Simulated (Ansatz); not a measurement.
# CuO (P-6m2) in Ansatz: further runs

One crystal, CuO, is run at these levels: PBE; tasks: single point.

Program: Ansatz 0.2.0. These are calculated values, not measurements. Logs are shortened: lines on timing, memory, paths and dates and some standing lists are left out, and cuts for length are marked.

## Step 1: The structure

The structure is hexagonal, space group P-6m2 (No. 187). The conventional cell has a = 2.836 Å, b = 2.836 Å, c = 2.768 Å, α = 90.00°, β = 90.00°, γ = 120.00°. Cu (site symmetry -6m2) is surrounded by 6 O at 2.14 Å. O (site symmetry -6m2) has 6 Cu at 2.14 Å as nearest neighbours.

Measurements of this composition are mostly on another form, of space group No. 15.

## Step 2: Single point, PBE, 9.06 Å³/atom (volume scaled by 0.94)

The input, input.yaml:

```yaml
crystal:
  lattice:
    - [2.7784246776, 0.0, 0.0]
    - [-1.3892123339, 2.4061863546, 0.0]
    - [0.0, 0.0, 2.7116048266]
  atoms:
    - { symbol: Cu, position: [0.0, 0.0, 0.0] }
    - { symbol: O, position: [0.6666666667, 0.3333333333, 0.5] }
kpoints:
  mp_grid: { grid: [11, 11, 10] }
scf:
  occupations: { method: fermi_dirac, width: 0.05 }
hamiltonian:
  xc: pbe
  pseudopotentials: { kind: all_electron, lapw: { basis_error: 0.0005 } }
output:
  forces: true
  stress: true
  eigenvalues: true
```

Potentials or basis: all-electron LAPW, scalar-relativistic.

Command:

```console
$ ansatz run input.yaml --threads 1 --pin off --max-ram 3072MiB --backend cpu --events-out ev --progress --plain --runs-dir out
```

The program printed:

```text
Warning: RAYON_NUM_THREADS=1 ignored (pool sized by the plan → 1); use --threads N
LAPW: plane waves up to 10.300 Å⁻¹, error target 5.0e-4 eV per atom; small_component_spin mean_spin; O in spheres of 0.949 Å, 8 of its electrons in bands, Dirac shells []; Cu in spheres of 1.151 Å, 19 of its electrons in bands, Dirac shells [] (how accurate: hamiltonian.pseudopotentials.lapw.basis_error, Limitations)
Engine: ansatz 0.2.0, x86_64-unknown-linux-gnu
Pseudopotentials: kind: all_electron
Pseudopotential: Cu, LAPW, valence charge 19, lapw/all_electron/scalar/gaussian/Cu, Koelling and Harmon's equation, gaussian nucleus
Pseudopotential: O, LAPW, valence charge 8, lapw/all_electron/scalar/gaussian/O, Koelling and Harmon's equation, gaussian nucleus
Functional definition: PBE
  parameter kappa = 0.804
  parameter beta = 0.06672455060314922
  exchange = pbe_x(kappa = kappa, mu = beta*pi^2/3)
  correlation = pbe_c(beta = beta)
Crystal: 2 atoms, lattice volume = 18.128 Å³
Basis set: ecut = 404.20291338494894 eV, 327 PW (Γ), exchange–correlation at level 2
Bands: 18, of which v1, the nominal top of the filled ones, is band 14 counted from 1 (13 counted from 0)
Symmetry: 12 space group operations
Space group: P-6m2 (ITA 187), of the structure as read, at distance tolerance 2.6e-5 Å
k-points: 96 of 1210 (time reversal used)
Non-local potential: Cu, projectors of the file, none
Non-local potential: O, projectors of the file, none
Initial density: superposition of atomic densities (chi_scale 0.1, normalization cell, long waves kept (reshape's long-wave potential 0.00 eV rms))
Initial wavefunctions: plane waves of lowest kinetic energy (no species holds an atomic orbital)
Functional: x = pbe(κ = 0.804, μ = 0.2195149727645171), c = pbe(β = 0.06672455060314922)
iter 1 solved again at ethr=1.85e-2 eV; its pass at ethr=1.00e-1 eV (dr2=5.01e0 eV) is discarded
SCF iter   1: F=—  HF=-47083.539726 eV  |F-HF|=—  |Δ(HF+E_count)|=         —  Δρ=1.55e-1  dr2=5.01e0  ethr=1.85e-2  ⟨swp⟩=2.0  Hψ=11305  notcnv=0
preconditioner: auto → none  [metal: Δε(μ)=0.006 eV  Ē_g=15.082 eV  σ=0.050 eV  W_gap=0.03  n_scr=8 (ndim 8)  ℏωp=36.0 eV  f_vac=0.000  D(μ)=4.03/eV (n_scr^D=70)  sad-step TF]
SCF iter   2: F=—  HF=-47083.991538 eV  |F-HF|=—  |Δ(HF+E_count)|=   4.52e-1  Δρ=8.91e-2  dr2=1.34e0  ethr=1.85e-2  ⟨swp⟩=2.6  Hψ=5168  notcnv=0
iter 3 solved again at ethr=8.33e-5 eV; its pass at ethr=4.96e-3 eV (dr2=2.25e-2 eV) is discarded
SCF iter   3: F=—  HF=-47080.669106 eV  |F-HF|=—  |Δ(HF+E_count)|=    3.32e0  Δρ=1.26e-2  dr2=2.25e-2  ethr=8.33e-5  ⟨swp⟩=2.0  Hψ=8883  notcnv=0
SCF iter   4: F=—  HF=-47080.576628 eV  |F-HF|=—  |Δ(HF+E_count)|=         —  Δρ=5.42e-3  dr2=5.62e-3  ethr=8.33e-5  ⟨swp⟩=2.0  Hψ=5182  notcnv=0
the basis was enlarged: its passes take 502.6 KiB over the memory plan, 1 of 1 planned eigensolver slots
SCF iter   5: F=—  HF=-47080.571963 eV  |F-HF|=—  |Δ(HF+E_count)|=   4.66e-3  Δρ=1.10e-3  dr2=2.13e-4  ethr=2.08e-5  ⟨swp⟩=2.0  Hψ=4802  notcnv=0
SCF iter   6: F=—  HF=-47080.571858 eV  |F-HF|=—  |Δ(HF+E_count)|=   1.05e-4  Δρ=8.87e-4  dr2=1.69e-4  ethr=7.87e-7  ⟨swp⟩=2.2  Hψ=4814  notcnv=0
SCF iter   7: F=—  HF=-47080.571806 eV  |F-HF|=—  |Δ(HF+E_count)|=   5.19e-5  Δρ=2.25e-4  dr2=1.03e-5  ethr=6.25e-7  ⟨swp⟩=2.0  Hψ=4792  notcnv=0
SCF iter   8: F=—  HF=-47080.571804 eV  |F-HF|=—  |Δ(HF+E_count)|=   1.75e-6  Δρ=4.20e-5  dr2=3.63e-7  ethr=3.82e-8  ⟨swp⟩=2.0  Hψ=4792  notcnv=0
SCF iter   9: F=-47080.571804 eV  HF=-47080.571804 eV  |F-HF|=2.52e-8  |Δ(HF+E_count)|=   9.92e-8  Δρ=7.74e-6  dr2=1.27e-8  ethr=1.34e-9  ⟨swp⟩=2.0  Hψ=4792  notcnv=0
SCF 1 converged in 9 iterations: F = -47080.571804 eV  dr2 = 1.27e-8
SCF converged after 9 iterations
Free energy (F): -47080.571804 eV
Harris-Foulkes:  -47080.571804 eV  (|F-HF|=2.52e-8)
Internal energy: -47080.549280 eV  (E = F + TS)
E sigma→0 (E₀):  -47080.560542 eV
Entropy (-TS):   -0.022524 eV (-11.262 meV/atom)
Fermi energy:    13.824546 eV
--- Per-component energies (eV) ---
  E_band       = -1363.439145
  E_kinetic    = 47854.677323
  E_xc         = -2072.631516
  E_electrostatic = -92862.595087  (all electrons and nuclei)
  E_smearing   = -0.022524  (= −TS)
  E_closure    = 0.000000  (closes the sum)
  E_atoms      = -47071.435960  (free atoms, spherical and without spin; not in F)
  Σ components = -47080.571804   (vs F -47080.571804, Δ=0.00e0)
  Basis errors (estimates in eV, not in F): energy 1.8e-4 per atom: plane waves 1.6e-4 (8.7e-5 summed), levels above the bands 2.5e-136, relativity 2.1e-8, radial functions 2.1e-5, core shells 5.8e-10; eigenvalues (radial functions only) 8.6e-6; not estimated: angular momenta, meshes, grids; target (lapw.basis_error) 5.0e-4; muffin-tin radii O 0.949 Å, Cu 1.151 Å
--- Forces (eV/Å), atoms counted from 1 ---
  atom   1  Cu     0.00000000     0.00000000     0.00000000
  atom   2  O      0.00000000     0.00000000     0.00000000
  max |Σ_I F_I| component: 3.93e-17 eV/Å
--- Stress (GPa, compression-positive) ---
       14.190608       0.000000      -0.000000
        0.000000      14.190608       0.000000
       -0.000000       0.000000       6.013875
  P = ⅓ Tr σ = 11.4650 GPa (114.650 kbar)
--- Band table (eV; the first three rows and the last of 96) ---
  k-point 0: bands = ["-492.4843", "-98.3991", "-55.9010", "-55.7051", "-55.7051", "-5.9745", "9.9174", "9.9174", "10.3326", "10.9406", "11.9828", "11.9828", "13.6592", "13.6592", "15.1502", "29.2113", "30.9132", "30.9132"]
  k-point 1: bands = ["-492.4843", "-98.3989", "-55.9038", "-55.7049", "-55.7049", "-5.8825", "9.5659", "9.9653", "9.9653", "11.1569", "11.8922", "11.8922", "13.6870", "13.6870", "15.7485", "28.6338", "31.1515", "31.1515"]
  k-point 2: bands = ["-492.4843", "-98.3984", "-55.9110", "-55.7043", "-55.7043", "-5.6290", "8.1824", "10.0900", "10.0900", "11.4692", "11.6925", "11.6925", "13.7207", "13.7207", "16.9994", "27.1453", "31.8578", "31.8578"]
  k-point 95: bands = ["-492.4843", "-98.3942", "-55.9252", "-55.7269", "-55.7211", "-3.8796", "7.5386", "7.6469", "9.2316", "11.4900", "12.1861", "12.2704", "13.2521", "14.3845", "19.8277", "21.9844", "26.8551", "29.3066"]
```

Run time: 29 s. Hardware: 1 thread of AMD EPYC 7R43 (Zen 3), shared host; peak memory 0.4 GiB.

What came out:

```yaml
Free_energy: -47080.5718 eV
Pressure: 11.5 GPa
Band_gap_on_the_k_mesh: none (metal or under the smearing width)
```

Caveat: an odd number of electrons without spin polarisation forces a metal; a magnetic or distorted state may lie lower; the run has no spin polarisation, though such a crystal can be magnetic; semilocal functionals often make such compounds metallic where correlation or magnetic order opens a gap, which also shifts bond lengths.

## Step 3: Single point, PBE, 9.26 Å³/atom (volume scaled by 0.96)

Changes to input.yaml since step 2:

```diff
@@ -2,5 +2,5 @@
   lattice:
-    - [2.7784246776, 0.0, 0.0]
-    - [-1.3892123339, 2.4061863546, 0.0]
-    - [0.0, 0.0, 2.7116048266]
+    - [2.7979916932, 0.0, 0.0]
+    - [-1.3989958417, 2.4231318872, 0.0]
+    - [0.0, 0.0, 2.7307012645]
   atoms:
```

Potentials or basis: all-electron LAPW, scalar-relativistic.

Command:

```console
$ ansatz run input.yaml --threads 1 --pin off --max-ram 3072MiB --backend cpu --events-out ev --progress --plain --runs-dir out
```

It took 30 s on 1 thread of AMD EPYC 7R43 (Zen 3), shared host; peak memory 0.41 GiB.

The run converged. Its results:

```
Free energy            : -47080.5939 eV
Pressure               : 7.0 GPa
Band gap on the k mesh : none (metal or under the smearing width)
```

Caveat: an odd number of electrons without spin polarisation forces a metal; a magnetic or distorted state may lie lower; the run has no spin polarisation, though such a crystal can be magnetic; semilocal functionals often make such compounds metallic where correlation or magnetic order opens a gap, which also shifts bond lengths.

## Step 4: Single point, PBE, 9.45 Å³/atom (volume scaled by 0.98)

Changes to input.yaml since step 3:

```diff
@@ -2,5 +2,5 @@
   lattice:
-    - [2.7979916932, 0.0, 0.0]
-    - [-1.3989958417, 2.4231318872, 0.0]
-    - [0.0, 0.0, 2.7307012645]
+    - [2.8172887974, 0.0, 0.0]
+    - [-1.4086443937, 2.4398436697, 0.0]
+    - [0.0, 0.0, 2.7495342821]
   atoms:
```

Command:

```console
$ ansatz run input.yaml --threads 1 --pin off --max-ram 3072MiB --backend cpu --events-out ev --progress --plain --runs-dir out
```

Run time: 31 s. Hardware: 1 thread of AMD EPYC 7R43 (Zen 3), shared host; peak memory 0.4 GiB.

The run converged. Its results:

* Free energy: -47080.6059 eV
* Pressure: 3.0 GPa
* Band gap on the k mesh: none (metal or under the smearing width)

Caveat: an odd number of electrons without spin polarisation forces a metal; a magnetic or distorted state may lie lower; the run has no spin polarisation, though such a crystal can be magnetic; semilocal functionals often make such compounds metallic where correlation or magnetic order opens a gap, which also shifts bond lengths.

## Step 5: Single point, PBE, 9.64 Å³/atom

Changes to input.yaml since step 4:

```diff
@@ -2,5 +2,5 @@
   lattice:
-    - [2.8172887974, 0.0, 0.0]
-    - [-1.4086443937, 2.4398436697, 0.0]
-    - [0.0, 0.0, 2.7495342821]
+    - [2.83632511, 0.0, 0.0]
+    - [-1.41816255, 2.4563296, 0.0]
+    - [0.0, 0.0, 2.76811278]
   atoms:
```

Command:

```console
$ ansatz run input.yaml --threads 1 --pin off --max-ram 3072MiB --backend cpu --events-out ev --progress --plain --runs-dir out
```

Run time: 47 s. Hardware: 1 thread of AMD EPYC 7R43 (Zen 3), shared host; peak memory 0.39 GiB.

The run converged. Its results:

| Quantity | Value |
| --- | --- |
| Free energy | -47080.6088 eV |
| Pressure | -0.5 GPa |
| Band gap on the k mesh | none (metal or under the smearing width) |

Caveat: an odd number of electrons without spin polarisation forces a metal; a magnetic or distorted state may lie lower; the run has no spin polarisation, though such a crystal can be magnetic; semilocal functionals often make such compounds metallic where correlation or magnetic order opens a gap, which also shifts bond lengths.

## Step 6: Single point, PBE, 9.84 Å³/atom (volume scaled by 1.02)

Changes to input.yaml since step 5:

```diff
@@ -2,5 +2,5 @@
   lattice:
-    - [2.83632511, 0.0, 0.0]
-    - [-1.41816255, 2.4563296, 0.0]
-    - [0.0, 0.0, 2.76811278]
+    - [2.8551092674, 0.0, 0.0]
+    - [-1.4275546287, 2.4725971575, 0.0]
+    - [0.0, 0.0, 2.786445187]
   atoms:
```

Potentials or basis: all-electron LAPW, scalar-relativistic.

Command:

```console
$ ansatz run input.yaml --threads 1 --pin off --max-ram 3072MiB --backend cpu --events-out ev --progress --plain --runs-dir out
```

It took 35 s on 1 thread of AMD EPYC 7R43 (Zen 3), shared host; peak memory 0.4 GiB.

The run converged. Its results:

| Quantity | Value |
| --- | --- |
| Free energy | -47080.6036 eV |
| Pressure | -3.7 GPa |
| Band gap on the k mesh | none (metal or under the smearing width) |

Caveat: an odd number of electrons without spin polarisation forces a metal; a magnetic or distorted state may lie lower; the run has no spin polarisation, though such a crystal can be magnetic; semilocal functionals often make such compounds metallic where correlation or magnetic order opens a gap, which also shifts bond lengths.

## Step 7: Single point, PBE, 10.03 Å³/atom (volume scaled by 1.04)

Changes to input.yaml since step 6:

```diff
@@ -2,5 +2,5 @@
   lattice:
-    - [2.8551092674, 0.0, 0.0]
-    - [-1.4275546287, 2.4725971575, 0.0]
-    - [0.0, 0.0, 2.786445187]
+    - [2.8736494575, 0.0, 0.0]
+    - [-1.4368247237, 2.4886534331, 0.0]
+    - [0.0, 0.0, 2.8045394939]
   atoms:
```

Command:

```console
$ ansatz run input.yaml --threads 1 --pin off --max-ram 3072MiB --backend cpu --events-out ev --progress --plain --runs-dir out
```

Wall time 34 s (1 thread of AMD EPYC 7R43 (Zen 3), shared host); peak memory 0.39 GiB.

The run converged. Its results:

```
Free energy            : -47080.5913 eV
Pressure               : -6.5 GPa
Band gap on the k mesh : none (metal or under the smearing width)
```

Caveat: an odd number of electrons without spin polarisation forces a metal; a magnetic or distorted state may lie lower; the run has no spin polarisation, though such a crystal can be magnetic; semilocal functionals often make such compounds metallic where correlation or magnetic order opens a gap, which also shifts bond lengths.

## Step 8: Single point, PBE, 10.22 Å³/atom (volume scaled by 1.06)

Changes to input.yaml since step 7:

```diff
@@ -2,5 +2,5 @@
   lattice:
-    - [2.8736494575, 0.0, 0.0]
-    - [-1.4368247237, 2.4886534331, 0.0]
-    - [0.0, 0.0, 2.8045394939]
+    - [2.8919534507, 0.0, 0.0]
+    - [-1.4459767203, 2.5045051563, 0.0]
+    - [0.0, 0.0, 2.8224032844]
   atoms:
```

Command:

```console
$ ansatz run input.yaml --threads 1 --pin off --max-ram 3072MiB --backend cpu --events-out ev --progress --plain --runs-dir out
```

Wall time 46 s (1 thread of AMD EPYC 7R43 (Zen 3), shared host); peak memory 0.39 GiB.

It converged, with:

```
Free energy            : -47080.5726 eV
Pressure               : -9.0 GPa
Band gap on the k mesh : none (metal or under the smearing width)
```

Caveat: an odd number of electrons without spin polarisation forces a metal; a magnetic or distorted state may lie lower; the run has no spin polarisation, though such a crystal can be magnetic; semilocal functionals often make such compounds metallic where correlation or magnetic order opens a gap, which also shifts bond lengths.

## Step 9: The reference run

An earlier run on the cell as given: functional PBE; potentials or basis all-electron LAPW, scalar-relativistic; cutoff 358 eV (chosen from the basis error); basis error allowed 0.001 eV/atom; k mesh 11 × 11 × 10; occupations fermi-dirac, width 0.05 eV; no spin polarisation.

- Pressure: -0.5 GPa
- Band gap on the k mesh: none (metal or under the smearing width)
- Loewdin charges: Cu +1.02; O -0.89 e
